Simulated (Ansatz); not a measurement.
## Se started in the widest void in rocksalt PbSe, 65 atoms, charge 0

Computed with Ansatz, DFT, PBEsol, PAW, plane waves.

Command:

```sh
ansatz run in.yaml --threads 8 --pin off --max-ram 118750MiB --runs-dir r --events-out ev --progress --plain --backend cuda --devices 0, --max-vram 170GiB
```

The input less its lattice and atoms:

```yaml
crystal:
  symmetry: { detect: false }
kpoints:
  mp_grid: { grid: [1, 1, 1], shift: [0.25, 0.25, 0.25] }
hamiltonian:
  xc: pbesol
scf:
  occupations: { method: fermi_dirac, width: 0.01 }
relax:
  f_tol: 0.03
  max_steps: 80
  escape_saddle: false
  adjacent_minimum: "off"
output:
  forces: true
  eigenvalues: true
  populations: true
```

Start:

```
Se Pb
1.0
    12.20000    0.00000    0.00000
     0.00000   12.20000    0.00000
     0.00000    0.00000   12.20000
Se Pb
33 32
Direct
  0.25274 0.99899 0.00228
  0.25114 0.00018 0.50174
  0.24845 0.49877 0.00136
  0.24955 0.50170 0.50015
  0.74952 0.99892 0.99512
  0.74863 0.99918 0.49926
  0.75190 0.49888 0.00013
  0.75147 0.50004 0.49682
  0.99990 0.24943 0.00312
  0.00206 0.24848 0.50086
  0.99753 0.75024 0.00114
  0.99957 0.74969 0.50256
  0.50108 0.24831 0.99942
  0.49886 0.25112 0.49722
  0.50179 0.75083 0.99958
  0.50150 0.75194 0.50021
  0.99683 0.00025 0.25184
  0.99628 0.00061 0.75066
  0.99915 0.50209 0.24753
  0.00124 0.50077 0.75129
  0.49973 0.00086 0.24804
  0.50097 0.99810 0.75129
  0.50114 0.49918 0.25045
  0.50186 0.49987 0.74955
  0.24836 0.24877 0.24755
  0.25149 0.24963 0.75100
  0.24961 0.75101 0.25083
  0.24917 0.74860 0.74917
  0.75370 0.24757 0.25359
  0.74804 0.25009 0.75078
  0.74746 0.75202 0.24923
  0.75007 0.74905 0.75316
  0.37415 0.37316 0.37485
  0.99894 0.99862 0.99886
  0.00039 0.99698 0.50257
  0.00099 0.50254 0.00044
  0.99985 0.49884 0.50055
  0.50005 0.99561 0.99969
  0.50240 0.99933 0.50006
  0.49923 0.49746 0.99771
  0.49784 0.50092 0.49874
  0.25166 0.25101 0.99899
  0.25050 0.24756 0.49987
  0.24928 0.75105 0.99887
  0.24861 0.74882 0.49750
  0.75235 0.24996 0.00092
  0.74985 0.24722 0.49681
  0.74911 0.74846 0.99985
  0.74762 0.74902 0.50336
  0.24716 0.00244 0.24739
  0.25041 0.00142 0.75076
  0.25258 0.49722 0.25258
  0.25042 0.49763 0.75421
  0.75149 0.99987 0.24936
  0.75205 0.99877 0.75131
  0.75086 0.49869 0.25017
  0.75371 0.50021 0.74991
  0.99810 0.24861 0.25156
  0.99923 0.24752 0.75265
  0.99696 0.74913 0.25010
  0.99828 0.74854 0.75109
  0.50150 0.24890 0.24948
  0.50204 0.24896 0.74910
  0.50102 0.74932 0.24881
  0.49996 0.74996 0.75129
```

Steps:

```tsv
step	energy less the first (eV)	largest force component (eV/Å)
start	0.000	1.589
1	-1.909	1.293
2	-2.466	0.916
3	-2.677	0.615
4	-2.832	0.258
5	-2.945	0.225
6	-3.036	0.266
7	-3.086	0.114
8	-3.099	0.090
9	-3.110	0.035
10	-3.110	0.027
```

A structure on the way, about -2.47 eV from the start:

```xyz
65
Lattice="12.2000 0.0000 0.0000 0.0000 12.2000 0.0000 0.0000 0.0000 12.2000" Properties=species:S:1:pos:R:3 pbc="T T T"
Se    3.0539   12.1873    0.0013
Se    3.0841   12.1665    6.1094
Se    3.0743    6.0958    0.0111
Se    2.8690    6.2608    6.2858
Se    9.1527   12.1987   12.1982
Se    9.1770   12.1795    6.0951
Se    9.1737    6.0950   12.1756
Se    9.1028    6.0904    6.0840
Se   12.1855    3.0418   12.1943
Se   12.1619    3.0798    6.0950
Se    0.0009    9.1446    0.0156
Se   12.1715    9.1789    6.1150
Se    6.0847    3.0788   12.1490
Se    6.2679    2.8988    6.2556
Se    6.1004    9.1727   12.1769
Se    6.0875    9.1421    6.0887
Se   12.1869    0.0023    3.0603
Se    0.0007    0.0063    9.1577
Se    0.0060    6.1117    3.0740
Se   12.1825    6.1032    9.1755
Se    6.0913   12.1620    3.0820
Se    6.0970   12.1756    9.1754
Se    6.2836    6.2398    2.8604
Se    6.0928    6.0849    9.0980
Se    2.9029    2.9552    2.8852
Se    3.0796    3.0678    9.1926
Se    3.0610    9.1788    3.0726
Se    3.0474    9.1711    9.1820
Se    9.2030    3.0649    3.0878
Se    9.1784    3.0424    9.1860
Se    9.1658    9.1707    3.0524
Se    9.1475    9.1393    9.1536
Se    4.5272    4.3221    4.5196
Pb   12.1904   12.1882   12.1992
Pb    0.0176   12.1936    6.1078
Pb    0.0097    6.0970    0.0176
Pb   12.1828    6.1256    6.1380
Pb    6.0980   12.1895    0.0134
Pb    6.1383   12.1709    6.1263
Pb    6.1306    6.1110   12.1666
Pb    6.1561    6.2159    6.1578
Pb    3.0367    3.0446   12.1630
Pb    2.8749    2.8758    6.2857
Pb    3.0494    9.1656    0.0001
Pb    2.9930    9.1256    6.1197
Pb    9.1692    3.0538   12.1984
Pb    9.1647    3.0101    6.1235
Pb    9.1430    9.1387    0.0038
Pb    9.1367    9.1412    6.1059
Pb    3.0363   12.1868    3.0321
Pb    3.0667   12.1994    9.1602
Pb    2.9462    6.2419    2.9576
Pb    3.0221    6.1212    9.1690
Pb    9.1666   12.1880    3.0588
Pb    9.1610   12.1925    9.1658
Pb    9.1606    6.1192    3.0217
Pb    9.1635    6.0871    9.1531
Pb   12.1697    3.0360    3.0362
Pb   12.1996    3.0408    9.1682
Pb   12.1904    9.1524    3.0603
Pb    0.0012    9.1348    9.1522
Pb    6.2903    2.8879    2.8677
Pb    6.1497    3.0168    9.1566
Pb    6.1253    9.1246    3.0065
Pb    6.0862    9.1485    9.1548
```

End:

```xyz
65
Lattice="12.2000 0.0000 0.0000 0.0000 12.2000 0.0000 0.0000 0.0000 12.2000" Properties=species:S:1:pos:R:3 pbc="T T T"
Se    3.0418   12.1941    0.0210
Se    3.0195    0.0047    6.1349
Se    3.0682    6.1090    0.0605
Se    2.9885    6.1426    6.2006
Se    9.1420    0.0376    0.0078
Se    9.1272    0.0399    6.1084
Se    9.1707    6.1296    0.0068
Se    9.1232    6.1591    6.1125
Se   12.1617    3.0707   12.1624
Se   12.0683    3.1118    6.0338
Se    0.0080    9.1704    0.0093
Se   12.1857    9.1926    6.1115
Se    6.0336    3.1123   12.0697
Se    6.3079    3.0963    6.3092
Se    6.1102    9.1930   12.1868
Se    6.0961    9.1896    6.0973
Se    0.0201   12.1938    3.0428
Se    0.0070    0.0373    9.1429
Se    0.0591    6.1088    3.0695
Se    0.0056    6.1295    9.1721
Se    6.1338    0.0048    3.0205
Se    6.1076    0.0401    9.1282
Se    6.1992    6.1428    2.9902
Se    6.1113    6.1594    9.1248
Se    2.7920    2.9661    2.7936
Se    3.1310    3.0813    9.2659
Se    3.0719    9.0931    3.0730
Se    3.0503    9.1786    9.1786
Se    9.2644    3.0809    3.1315
Se    9.1991    3.0816    9.1999
Se    9.1774    9.1783    3.0514
Se    9.1544    9.1841    9.1556
Se    4.5258    3.3256    4.5275
Pb   12.1961   12.1960   12.1977
Pb   12.1451   12.1815    6.0863
Pb    0.0296    6.1328    0.0309
Pb   12.1707    6.1497    6.1128
Pb    6.0848   12.1813   12.1469
Pb    6.0522    0.0269    6.0539
Pb    6.1117    6.1495   12.1718
Pb    6.0540    6.0653    6.0555
Pb    3.0143    3.0666   12.1402
Pb    2.6542    2.9250    6.4875
Pb    3.0591    9.1398    0.0389
Pb    3.0150    9.1108    6.1289
Pb    9.1952    3.0753   12.1619
Pb    9.1757    3.0912    6.1517
Pb    9.1584    9.1644   12.1963
Pb    9.1059    9.1703    6.0945
Pb    3.0629    0.0063    3.0648
Pb    3.0532   12.1754    9.1854
Pb    3.1252    6.0493    3.1265
Pb    3.0586    6.1402    9.1922
Pb    9.1837   12.1753    3.0551
Pb    9.1373   12.1989    9.1392
Pb    9.1909    6.1402    3.0601
Pb    9.1440    6.1376    9.1452
Pb   12.1385    3.0672    3.0153
Pb   12.1603    3.0759    9.1964
Pb    0.0373    9.1403    3.0604
Pb   12.1949    9.1648    9.1596
Pb    6.4857    2.9251    2.6558
Pb    6.1503    3.0911    9.1771
Pb    6.1275    9.1109    3.0164
Pb    6.0931    9.1704    9.1074
```

Self-consistency was reached.

Time: 13 s of wall time on one NVIDIA GB200 with 8 processor threads, on a host shared with other runs; peak host memory 2.2 GiB.

Question: How much energy did the relaxation gain, and which atom moved most?

Answer: 3.11 eV in 10 steps, from a start with small random displacements (neighbours that lie too close to an added atom are first pushed off); atom 33 (Se) moved 1.23 Å, the median atom 0.07 Å (drift of the whole cell removed).

The one k point has no symmetry partners, which can distort the end along one axis.
